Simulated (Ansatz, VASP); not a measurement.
## Two plane-wave programs on Ca

```xyz
2
Lattice="3.9800 0.0000 0.0000 -1.9900 3.4468 0.0000 0.0000 0.0000 6.5200" Properties=species:S:1:pos:R:3 pbc="T T T"
Ca    1.9900    1.1489    4.8900
Ca    0.0000    2.2979    1.6300
```

This isn't the form of Ca at room conditions, which is fcc.

Alike in both runs: functional r2SCAN; k mesh 5 × 5 × 3; occupations fermi-dirac, width 0.05 eV; no spin polarisation.

```csv
,VASP,Ansatz
version,VASP 6.6.1,Ansatz 0.2.0
potentials or method,"VASP PAW PBE potentials, release 64 (Ca_sv)",Ansatz PAW
plane-wave cutoff (eV),520,500
valence electrons in the cell,20,20
task,single point,band structure
```

```tsv
	VASP	Ansatz	Ansatz less VASP
gap on the k mesh at the Fermi level (eV)	none	none	-
pressure (GPa)	-0.4	-0.4	-0.03
```

A gap of «none» marks a metal or a gap that the smearing closes.

Caveats: the k mesh is coarse (spacing up to 0.36 Å⁻¹), so the values aren't converged; the PAW data sets were made with another functional, which shifts forces and pressure a little (VASP); the PAW data sets come from PBE, with cores solved anew for the run's functional, which leaves a small shift of forces and pressure (Ansatz).
